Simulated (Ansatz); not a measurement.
# Magnesium, bcc under revPBE: from relaxation to bulk modulus

What does revPBE give for magnesium in the bcc structure? We relax it, solve it on a dense k-mesh, then scale the cell to 7 volumes from 88 to 112 % of the relaxed one and try a fit of the equation of state. Spin polarisation is left out. The k-meshes are 12×12×12 for the relaxation; 20×20×20 for the dense run; 14×14×14 for the volumes.

This is Mg in the bcc structure; at room conditions it is hcp.

Computed with Ansatz 0.2.0 (DFT revPBE, plane waves (420 eV) with PAW, scalar-relativistic; PBE-made PAW files, unless a step says otherwise).

## Step 1: The starting structure

The structure is cubic, space group Im-3m (No. 229). The conventional cell has a = 3.595 Å, b = 3.595 Å, c = 3.595 Å, α = 90.00°, β = 90.00°, γ = 90.00°. Around Mg (site symmetry m-3m) lie 8 Mg at 3.11 Å.

Structure file:

```xyz
1
Lattice="-1.7977 1.7977 1.7977 1.7977 -1.7977 1.7977 1.7977 1.7977 -1.7977" Properties=species:S:1:pos:R:3 pbc="T T T"
Mg    0.0000    0.0000    0.0000
```

## Step 2: Geometry optimisation

input.yaml

```yaml
crystal:
  lattice:
    - [-1.7976546712, 1.7976546712, 1.7976546712]
    - [1.7976546712, -1.7976546712, 1.7976546712]
    - [1.7976546712, 1.7976546712, -1.7976546712]
  atoms:
    - { symbol: Mg, position: [0.0, 0.0, 0.0] }
hamiltonian:
  xc: revpbe
  pseudopotentials:
    kind: paw
    azcp:
      Mg: "pseudopotentials/Mg.paw.azcp"
basis:
  ecutwfc: 420
  fft_grid_basis: typed
kpoints:
  mp_grid: { grid: [12, 12, 12], shift: [0, 0, 0] }
magnetization:
  spin_polarized: false
scf:
  occupations: { method: fermi_dirac, width: 0.1 }
relax:
  max_steps: 60
  f_tol: 0.01
  cell: {}
output:
  write_density: true
  write_potential: true
  elf: true
  volumetric_format: npy
```

Launch:

```sh
$ ansatz run input.yaml --threads 2 --pin off --max-ram 5120MiB --backend cpu --events-out ev --progress --plain --runs-dir out
```

Further steps of the session: Single point on a dense mesh; Equation of state: 88 %; Equation of state: 92 %; Equation of state: 96 %; Equation of state: 100 %; Equation of state: 104 %; Equation of state: 108 %; Equation of state: 112 %.

**Question.** What will these runs give? Wanted: space group; conventional cell; volume; shortest distance; gap on the mesh; relative to hcp; V₀, B₀, B₀′.

The runs gave:

```
                      quantity                         value
space group (spins left aside)               Im-3m (No. 229)
             conventional cell                   a = 3.611 Å
                        volume                23.548 Å³/atom
             shortest distance                       3.127 Å
               gap on the mesh  none (levels filled in part)
               relative to hcp                  +28 meV/atom
                   V₀, B₀, B₀′   23.538 Å³/atom, 34 GPa, 4.0
```

What this shows: From the guessed start the volume grew by 1.3 % in 4 steps. Against the reference form of magnesium (hcp, computed apart with the same settings) it stands 28 meV/atom higher. No gap shows: it is a metal or semimetal at this level. B₀ comes out at 34 GPa. The symmetry was held, so the structure may be unstable against distortions that break it.
